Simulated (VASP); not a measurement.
The system is Se.

```
Se
1.0
    -1.70345    1.70345    1.70345
     1.70345   -1.70345    1.70345
     1.70345    1.70345   -1.70345
Se
1
Direct
  0.00000 0.00000 0.00000
```

This isn't the form of Se at room conditions, which is trigonal, of chains.

| Item | Value |
| --- | --- |
| Program | VASP 6.6.1 |
| Task | relaxation of cell and atoms |
| Functional | PBEsol |
| Potentials or basis | VASP PAW PBE potentials, release 64 (Se) |
| Cutoff | 600 eV |
| k mesh | 16 × 16 × 16 |
| Occupations | methfessel-paxton, width 0.1 eV |
| Spin | no spin polarisation |

At the start: pressure -2.2 GPa; volume 19.77 Å³/atom.

Task: How do energy, volume and symmetry change on relaxing?

Result: Over 3 steps the energy falls by 3.6 meV/atom and the volume is 19.26 Å³/atom (-2.6 %); space group Im-3m (No. 229, to 0.05 Å).

The path:
```tsv
step	energy change (eV)	largest force (eV/Å)	pressure (GPa)	volume (Å³)
1	0.0000	0.0000	-2.16	19.77
2	-0.0028	0.0000	1.09	19.02
3	-0.0036	0.0000	0.00	19.26
```

Final structure:
```
Se
1.0
    -1.68848    1.68848    1.68848
     1.68848   -1.68848    1.68848
     1.68848    1.68848   -1.68848
Se
1
Direct
  0.00000 0.00000 0.00000
```

Caveat: the PAW data sets were made with another functional, which shifts forces and pressure a little.
